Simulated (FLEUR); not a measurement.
Sm:

```
Sm
1.0
     3.64400    0.00000    0.00000
    -1.82200    3.15580    0.00000
     0.00000    0.00000    5.87600
Sm
2
Direct
  0.66667 0.33333 0.75000
  0.33333 0.66667 0.25000
```

This isn't the form of Sm at room conditions, which is rhombohedral.

Base run:

* Program: FLEUR MaX-R8.1 (later development tree)
* Functional: LDA
* Potentials or basis: all-electron
* Basis: FLAPW
* Kmax: 4.1 1/bohr
* k mesh: 8 × 8 × 5
* Occupations: fermi-dirac, width 0.05 eV
* Spin: collinear spin, ferromagnetic start
* Starting moments: [5.0, 5.0] μB

Its results: net moment 12.66 μB per cell; site moments Sm +5.83 μB.

Question: The run is repeated on the same cell with these changes: functional from LDA to BLYP. What comes out?

Answer: Net moment 12.41 μB per cell; site moments Sm +5.78 μB.

Caveats: the magnetic or orbital state may not be the lowest.

Not every run made on this cell is shown here.
